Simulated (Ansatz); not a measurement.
# TlBr: the cost of one run

Program: Ansatz 0.2.0. Level of theory: DFT PBE+D3(BJ), spin-orbit coupling, plane waves, PAW. These are calculated values, not measurements.

1 further run of the same task is left out (set aside as unsound or not needed).

**1. The structure to begin with**

It takes space group Pm-3m (No. 221, cubic). Conventional cell: a = 3.980 Å, b = 3.980 Å, c = 3.980 Å, α = 90.00°, β = 90.00°, γ = 90.00°. Tl (site symmetry m-3m) has 8 Br at 3.45 Å as nearest neighbours. Around Br (site symmetry m-3m) lie 8 Tl at 3.45 Å.

Structure file:

```cif
data_structure
_symmetry_space_group_name_H-M 'Pm-3m'
_symmetry_Int_Tables_number 221
_cell_length_a 3.9800
_cell_length_b 3.9800
_cell_length_c 3.9800
_cell_angle_alpha 90.000
_cell_angle_beta 90.000
_cell_angle_gamma 90.000
_cell_volume 63.04
loop_
_atom_site_label
_atom_site_type_symbol
_atom_site_symmetry_multiplicity
_atom_site_Wyckoff_symbol
_atom_site_fract_x
_atom_site_fract_y
_atom_site_fract_z
_atom_site_occupancy
Tl1 Tl 1 a 0.00000 0.00000 0.00000 1
Br1 Br 1 b 0.50000 0.50000 0.50000 1
```

This cell was relaxed beforehand with the same method: volume 31.52 Å³/atom, gap on the mesh 1.86 eV.

**2. The same geometry with PBE+D3(BJ) with spin-orbit coupling**

Input file input.yaml:

```yaml
crystal:
  lattice:
    - [3.98, 0.0, 0.0]
    - [0.0, 3.98, 0.0]
    - [0.0, 0.0, 3.98]
  atoms:
    - { symbol: Tl, position: [0.0, 0.0, 0.0] }
    - { symbol: Br, position: [0.5, 0.5, 0.5] }
basis:
  ecutwfc: 420
kpoints:
  mp_grid: { grid: [8, 8, 8] }
  band_path:
    path:
      - [[0.0, 0.0, 0.0], [0.0, 0.5, 0.0], [0.5, 0.5, 0.0], [0.0, 0.0, 0.0], [0.5, 0.5, 0.5], [0.0, 0.5, 0.0]]
      - [[0.5, 0.5, 0.5], [0.5, 0.5, 0.0]]
    npoints: 10
hamiltonian:
  xc: pbe
  dispersion: d3bj
scf:
  occupations: { method: gaussian, width: 0.02 }
output:
  forces: true
  stress: true
  eigenvalues: true
  populations: true
  dos: { projected: true, de: 0.02 }
  bader: false
  write_density: true
  write_potential: true
  elf: true
  volumetric_format: npy
magnetization:
  noncollinear: true
  spin_orbit: true
```

Command:

```
$ ansatz run input.yaml --threads 1 --pin off --max-ram 2560MiB --backend cpu --events-out ev --progress --plain --runs-dir out
```

What time and memory should one allow on 1 thread of Intel Xeon 6975P-C (Granite Rapids), shared host?

About 11 s, with a peak of 0.48 GiB.
